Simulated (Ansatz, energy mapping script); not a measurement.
# NiHO2 monolayer: exchange couplings from total energies, part 2 of 2

Aim: the exchange couplings of NiHO2 monolayer from the energies of a few collinear orders, and the ordering temperature that they give.

PBE with U on Ni d by linear response, ortho-atomic projectors; plane waves, U on orthogonalised atomic orbitals unless named otherwise, collinear spin, no spin–orbit coupling.

So far. Step 9 (Run 6 (uncompensated ++−; cell C, 12 atoms)): The run ends ferrimagnetic, 103.93 meV a magnetic atom above the parallel order of its cell (energies taken at zero occupation width, not the printed F). Step 10 (Parallel start in cell D (16 atoms)): The run ends ferromagnetic. For each magnetic atom its energy differs from the parallel run of the first cell by 0.25 meV, an error that one common reference would have brought in.

## Step 11: Order 8: compensated ++−−, cell D of 16 atoms

This order reverses 2 of the 6 neighbours at 2.98 Å, 4 of the 6 neighbours at 5.16 Å and 4 of the 6 neighbours at 5.96 Å, counted for an average magnetic atom.

The input, input.yaml:

```yaml
crystal:
  lattice:
    - [2.978559138, 2.89e-07, 0.0]
    - [-5.957119276, 10.318030944, 0.0]
    - [0.0, 0.0, 17.990392]
  atoms:
    - { symbol: Ni, position: [0.666667, 0.08333325, 0.472014], spin: 2.0 }
    - { symbol: Ni, position: [0.666667, 0.33333325, 0.472014], spin: 2.0 }
    - { symbol: Ni, position: [0.666667, 0.58333325, 0.472014], spin: -2.0 }
    - { symbol: Ni, position: [0.666667, 0.83333325, 0.472014], spin: -2.0 }
    - { symbol: O, position: [3.33e-07, 0.249999917, 0.416889] }
    - { symbol: O, position: [3.33e-07, 0.499999917, 0.416889] }
    - { symbol: O, position: [3.33e-07, 0.749999917, 0.416889] }
    - { symbol: O, position: [3.33e-07, 0.999999917, 0.416889] }
    - { symbol: O, position: [0.333333667, 0.166666583, 0.528454] }
    - { symbol: O, position: [0.333333667, 0.416666583, 0.528454] }
    - { symbol: O, position: [0.333333667, 0.666666583, 0.528454] }
    - { symbol: O, position: [0.333333667, 0.916666583, 0.528454] }
    - { symbol: H, position: [0.333333667, 0.166666583, 0.583111] }
    - { symbol: H, position: [0.333333667, 0.416666583, 0.583111] }
    - { symbol: H, position: [0.333333667, 0.666666583, 0.583111] }
    - { symbol: H, position: [0.333333667, 0.916666583, 0.583111] }
magnetization:
  spin_polarized: true
kpoints:
  mp_grid: { grid: [16, 4, 1] }
hamiltonian:
  xc: pbe
  hubbard:
    sites:
      - { species: Ni, l: d, u_eff: 8.94 }
      - { site: 0, l: d, u_eff: 8.94, starting_ns: [{ spin: up, occupation_matrix: ni1_major }, { spin: down, occupation_matrix: ni1_minor }] }
      - { site: 1, l: d, u_eff: 8.94, starting_ns: [{ spin: up, occupation_matrix: ni1_major }, { spin: down, occupation_matrix: ni1_minor }] }
      - { site: 2, l: d, u_eff: 8.94, starting_ns: [{ spin: up, occupation_matrix: ni1_minor }, { spin: down, occupation_matrix: ni1_major }] }
      - { site: 3, l: d, u_eff: 8.94, starting_ns: [{ spin: up, occupation_matrix: ni1_minor }, { spin: down, occupation_matrix: ni1_major }] }
    projectors: ortho-atomic
    occupation_matrices:
      ni1_major:
        matrix:
          - [0.997, 0.0, 0.0, 0.0, 0.0]
          - [0.0, 0.973, 0.0, 0.0, 0.019]
          - [0.0, 0.0, 0.973, 0.019, 0.0]
          - [0.0, 0.0, 0.019, 0.98, 0.0]
          - [0.0, 0.019, 0.0, 0.0, 0.98]
      ni1_minor:
        matrix:
          - [0.998, 0.0, 0.0, 0.0, 0.0]
          - [0.0, 0.458, 0.0, 0.0, 0.404]
          - [0.0, 0.0, 0.458, 0.404, 0.0]
          - [0.0, 0.0, 0.404, 0.696, 0.0]
          - [0.0, 0.404, 0.0, 0.0, 0.696]
scf:
  occupations: { method: fermi_dirac, width: 0.05 }
output:
  eigenvalues: true
```

On the command line:

```
> ansatz run input.yaml --threads 4 --pin off --max-ram 8192MiB --backend cpu --events-out ev --progress --plain --runs-dir out
```

The job ended after 65 s (4 threads of Arm Neoverse V2, shared host; peak memory 2.1 GiB).

The run ends antiferromagnetic, 99.00 meV a magnetic atom above the parallel order of its cell (energies taken at zero occupation width, not the printed F).

## Step 12: Run 9 (uncompensated +++−; cell D, 16 atoms)

This order reverses 2 of the 6 neighbours at 2.98 Å, 3 of the 6 neighbours at 5.16 Å and 2 of the 6 neighbours at 5.96 Å, counted for an average magnetic atom.

Edit input.yaml of step 11 so:

```diff
@@ -8,3 +8,3 @@
     - { symbol: Ni, position: [0.666667, 0.33333325, 0.472014], spin: 2.0 }
-    - { symbol: Ni, position: [0.666667, 0.58333325, 0.472014], spin: -2.0 }
+    - { symbol: Ni, position: [0.666667, 0.58333325, 0.472014], spin: 2.0 }
     - { symbol: Ni, position: [0.666667, 0.83333325, 0.472014], spin: -2.0 }
@@ -33,3 +33,3 @@
       - { site: 1, l: d, u_eff: 8.94, starting_ns: [{ spin: up, occupation_matrix: ni1_major }, { spin: down, occupation_matrix: ni1_minor }] }
-      - { site: 2, l: d, u_eff: 8.94, starting_ns: [{ spin: up, occupation_matrix: ni1_minor }, { spin: down, occupation_matrix: ni1_major }] }
+      - { site: 2, l: d, u_eff: 8.94, starting_ns: [{ spin: up, occupation_matrix: ni1_major }, { spin: down, occupation_matrix: ni1_minor }] }
       - { site: 3, l: d, u_eff: 8.94, starting_ns: [{ spin: up, occupation_matrix: ni1_minor }, { spin: down, occupation_matrix: ni1_major }] }
```

The job ended after 2.9 min (4 threads; peak memory 2.3 GiB).

The run ends ferrimagnetic, 76.69 meV a magnetic atom above the parallel order of its cell (energies taken at zero occupation width, not the printed F).

## Step 13: From energies to couplings

Each energy difference is a sum of couplings weighted by the pairs that the order reverses. A few near shells are fitted to the differences by least squares. Energies are those extrapolated to zero occupation width, not the free energies F.

The orders side by side; each is measured from the parallel order in the same cell and on the same mesh:

| order | atoms | energy (meV a magnetic atom) | moments (μB) | moments kept as typed | opposed neighbours at 2.98, 5.16, 5.96 Å |
| --- | --- | --- | --- | --- | --- |
| parallel in cell A | 8 | 0.00 | 1.57 | yes | 0, 0, 0 |
| compensated +− in cell A | 8 | 129.44 | 1.57 | yes | 4, 4, 0 |
| parallel in cell B | 12 | 0.00 | 1.57 | yes | 0, 0, 0 |
| uncompensated ++− in cell B | 12 | 114.12 | 1.53 to 1.75 | yes | 4, 0, 4 |
| parallel in cell C | 12 | 0.00 | 1.57 | yes | 0, 0, 0 |
| uncompensated ++− in cell C | 12 | 103.93 | 1.54 to 1.62 | yes | 2.67, 4, 2.67 |
| parallel in cell D | 16 | 0.00 | 1.57 | yes | 0, 0, 0 |
| compensated ++−− in cell D | 16 | 99.00 | 1.54 to 1.59 | yes | 2, 4, 4 |
| uncompensated +++− in cell D | 16 | 76.69 | 1.55 to 1.62 | yes | 2, 3, 2 |

The Heisenberg fit (each pair counts twice, positive J is ferromagnetic):

| pair | distance (Å) | neighbours | J (meV) |
| --- | --- | --- | --- |
| Ni–Ni | 2.98 | 6 | 12.2 |
| Ni–Ni | 5.16 | 6 | 3.80 |
| Ni–Ni | 5.96 | 6 | 2.08 |

Adding the shell at 7.88 Å gives 11, 3.5, 1.7 and 0.67 meV.

## Step 14: Beside the first set of runs

The first set of orders, under PBE+U (6 eV), took 40 min of CPU time summed over its finished orders (seed run apart), these 39 min, beside 8.2 min for the response run.

The two sets resolve different shells, so couplings and temperatures are not set side by side. The lowest order is parallel here and parallel in the first set.

## Step 15: Outcome

```
lowest order tried                    : parallel
largest fitted value, Ni–Ni at 2.98 Å : 12.2 meV
```

Of the orders tried, NiHO2 monolayer prefers parallel moments under PBE+U (8.94 eV, computed). The largest fitted coupling is the Ni–Ni pair at 2.98 Å, ferromagnetic at 12 meV, across a ligand at about 97°. With 5 differences for 3 couplings the fit misses by 3.2 meV at most, a small part of the spread. In the fitted orders moments change by up to 12 % against the parallel run of the same cell, so the mapping is rough. Every order is gapless on its mesh at this level. In a metal exchange reaches farther, and a short model of fixed moments is less apt; where the compound is in fact an insulator, these couplings come from a wrongly metallic state.

[Logs and program files are shortened in this print: banners, set-up blocks, solver, clock and traceback lines can be left out without a mark of their own.]

[Logs are printed without paths, hosts, clocks, repeated set-up lines and the standing remarks that a program may print on its own settings, such as how far it seeks lower states.]

[Hosts, paths, dates, database ids (printed as entryN), source tags and the programs' standing remarks are cut or masked in the printed files.]

[Where a cell is said to come from a database of computed structures, the database is the Materials Project.]
